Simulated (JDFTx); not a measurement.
The system is BP.

```
P B
1.0
     0.00000    2.26900    2.26900
     2.26900    0.00000    2.26900
     2.26900    2.26900    0.00000
P B
1 1
Direct
  0.75000 0.75000 0.75000
  0.00000 0.00000 0.00000
```

Program: JDFTx 1.7.0 (patched build). Alike in all runs: no spin polarisation; cell as given; k mesh 10 × 10 × 10. Hardware: 1 thread of Intel(R) Xeon(R) Platinum 8259CL CPU @ 2.50GHz (Skylake/Cascade Lake) (shared host).

Task: Order these runs on this cell by their wall time, lowest first.
A. task band structure; level PBEsol; potentials or basis PseudoDojo-SR-PBEsol-0.4.1-standard; cutoff (eV) 1034; smearing fermi-dirac 0.05 eV; band ratio of the Davidson solver 1.3; max SCF steps 30; SCF threshold on the energy 1e-06 Ha; solver of the electrons minimize
B. task band structure; level BJ06; potentials or basis SG15-PBE-1.2; cutoff (eV) 1088; smearing fermi-dirac 0.05 eV; SCF threshold on the residual 1e-05; band ratio of the Davidson solver 1.3; max SCF steps 30; SCF threshold on the energy 1e-06 Ha; solver of the electrons minimize
C. task single point; level BJ06; potentials or basis SG15-PBE-1.2; cutoff (eV) 1088; smearing fermi-dirac 0.05 eV; SCF threshold on the residual 1e-05; max SCF steps 100; SCF threshold on the energy 1e-09 Ha; solver of the electrons scf
D. task single point; level GLLB-SC; potentials or basis PseudoDojo-SR-PBE-0.5-standard; cutoff (eV) 1034; smearing fixed; SCF threshold on the residual 1e-05; max SCF steps 100; SCF threshold on the energy 1e-09 Ha; solver of the electrons scf

Result: A (16 s), B (38 s), D (79 s), C (220 s).

Caveats: a model potential gives levels but no total energy (some runs).

Not every run made on this cell is shown here.
